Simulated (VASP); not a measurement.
Set up this calculation in VASP 6.6.1, as the native input.

| Item | Value |
| --- | --- |
| Task | single point |
| Functional | r2SCAN |
| Potentials or basis | VASP PAW PBE potentials, release 64 (Mo_sv, S) |
| Cutoff | 520 eV |
| k mesh | 6 × 6 × 2 |
| Occupations | tetrahedron |
| Spin | no spin polarisation |
| Dipole correction | no |
| Further INCAR settings | ALGO = Normal; EDIFF = 1e-06; NBANDS = 35 |

The system is MoS2.

```
Mo S
1.0
     3.21296    0.00000    0.00000
    -1.60648    2.78250    0.00000
     0.00000    0.00000   12.49497
Mo S
2 4
Direct
  0.33330 0.66670 0.25000
  0.66660 0.33330 0.75000
  0.33330 0.66670 0.62300
  0.66660 0.33330 0.12300
  0.33330 0.66670 0.87700
  0.66670 0.33340 0.37700
```

One way to write it, as run:

POSCAR

```
MoS2
1.0
    3.2129631700      0.0000000000      0.0000000000
   -1.6064815800      2.7825031600      0.0000000000
    0.0000000000      0.0000000000     12.4949694200
Mo S
2 4
Direct
    0.3333000000      0.6667000000      0.2500000000
    0.6666000000      0.3333000000      0.7500000000
    0.3333000000      0.6667000000      0.6230000000
    0.6666000000      0.3333000000      0.1230000000
    0.3333000000      0.6667000000      0.8770000000
    0.6667000000      0.3334000000      0.3770000000
```

INCAR.step1

```
SYSTEM = MoS2
ALGO     = Normal         ! electronic algorithm
EDIFF    = 1E-4           ! SCF threshold, eV
ENCUT    = 520            ! plane-wave cutoff, eV
GGA      = PE             ! functional
ISMEAR   = -5             ! smearing method
LASPH    = .True.         ! aspherical terms in the spheres
LCHARG   = .False.        ! write CHGCAR
LREAL    = .False.        ! projectors in reciprocal space
LWAVE    = .True.         ! write WAVECAR
NBANDS   = 35             ! bands
NELM     = 100            ! most SCF steps
PREC     = Accurate       ! precision mode
SIGMA    = 0.1            ! smearing width, eV
```

INCAR.step2

```
SYSTEM = MoS2
ALGO     = Normal         ! electronic algorithm
EDIFF    = 1E-6           ! SCF threshold, eV
ENCUT    = 520            ! plane-wave cutoff, eV
ISIF     = 2              ! what is computed and relaxed
ISMEAR   = -5             ! smearing method
ISTART   = 1            
LASPH    = .True.         ! aspherical terms in the spheres
LCHARG   = .False.        ! write CHGCAR
LMIXTAU  = .True.       
LREAL    = .False.        ! projectors in reciprocal space
LWAVE    = .False.        ! write WAVECAR
METAGGA  = R2SCAN         ! meta-GGA
NBANDS   = 35             ! bands
NELM     = 100            ! most SCF steps
PREC     = Accurate       ! precision mode
SIGMA    = 0.1            ! smearing width, eV
```

KPOINTS

```
k-points
0
Gamma
  6 6 2
  0 0 0
```

Potentials or basis: VASP PAW PBE potentials, release 64 (Mo_sv, S).

The run is started by

```console
$ cat potpaw_PBE.64/Mo_sv/POTCAR potpaw_PBE.64/S/POTCAR > POTCAR
$ cp INCAR.step1 INCAR
$ mpirun -np 1 vasp_std > vasp.out
$ cp INCAR.step2 INCAR
$ mpirun -np 1 vasp_std > vasp.out
```

Results of the run:

| Property | Result |
| --- | --- |
| Pressure | -5.1 GPa |
| Largest force | 0.857 eV/Å |
| Band gap on the k mesh | 1.02 eV, indirect (least direct gap 1.67 eV) |

Caveat: the PAW data sets were made with another functional, which shifts forces and pressure a little.

Wall time 4.6 min on 1 thread of Intel(R) Xeon(R) Platinum 8488C (Sapphire Rapids) (shared host), peak memory 0.31 GiB.
